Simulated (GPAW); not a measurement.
Wanted: an ASE script for a GPAW 26.7.0 run.

* Task: band structure
* Functional: PBEsol
* Potentials or basis: PAW data sets generated in the run's folder for this functional
* Cutoff: 600 eV
* Basis: pw
* k mesh: 10 × 10 × 10
* Occupations: fermi-dirac, width 0.05 eV
* Spin: no spin polarisation
* Maxiter: 150
* Band path: GXMGZPNZ1M,XP
* Band points: 80

Sn:

```
CELL_PARAMETERS angstrom
-2.02919 2.02919 1.66076
2.02919 -2.02919 1.66076
2.02919 2.02919 -1.66076
ATOMIC_POSITIONS crystal
Sn 0.00000 0.00000 0.00000
```

This isn't the form of Sn at room conditions, which is tetragonal (white tin).

The input as run:

run.py

```python
from ase import Atoms
from ase.dft.bandgap import bandgap
from ase.io import write
from ase.units import GPa
from gpaw import GPAW, PW, setup_paths

setup_paths.insert(0, '.')

atoms = Atoms(['Sn'],
              cell=[[-2.029189411, 2.029189411, 1.6607599896],
                    [2.029189411, -2.029189411, 1.6607599896],
                    [2.029189411, 2.029189411, -1.6607599896]],
              scaled_positions=[[0.0, 0.0, 0.0]],
              pbc=True)

calc = GPAW(mode=PW(600),
            xc='PBEsol',
            kpts={'size': (10, 10, 10), 'gamma': True},
            occupations={'name': 'fermi-dirac', 'width': 0.05},
            nbands=14,
            convergence={'density': 1e-05, 'energy': 1e-05},
            maxiter=150,
            txt='gpaw.txt')
atoms.calc = calc
energy = atoms.get_potential_energy()
forces = atoms.get_forces()
stress = atoms.get_stress()
calc.write('gs.gpw')
write('result.traj', atoms)
print(f'Energy: {energy:.6f} eV')
print('Forces (eV/A):')
print(forces.round(4))
print('Stress (GPa):', (stress / GPa).round(3))
print('Fermi level:', round(calc.get_fermi_level(), 4), 'eV')
print(f'Gap: {bandgap(calc)[0]:.4f} eV, direct: {bandgap(calc, direct=True)[0]:.4f} eV')

path = atoms.cell.bandpath('GXMGZPNZ1M,XP', npoints=80, eps=1e-4)
bs_calc = calc.fixed_density(kpts=path, symmetry='off', nbands=22,
                             convergence={'bands': 'CBM+6.0', 'eigenstates': 1e-6}, txt='bands.txt')
bs = bs_calc.band_structure()
bs.write('bs.json')
print(f'Gap on the path: {bandgap(bs_calc)[0]:.4f} eV')
```

Potentials or basis: PAW data sets generated in the run's folder for this functional, pw.

Launch:

```console
$ gpaw-setup -f PBEsol Sn
$ OMP_NUM_THREADS=1 python run.py
```

It gave:

| Property | Result |
| --- | --- |
| Pressure | -2.2 GPa |
| Band gap along the path | none (metal or under the smearing width) |

Caveat: spin-orbit coupling is left out, which moves the levels of the heavy elements.

Run time: 30 s on 1 thread of Arm Neoverse V1, on a shared host, peak memory 0.21 GiB.
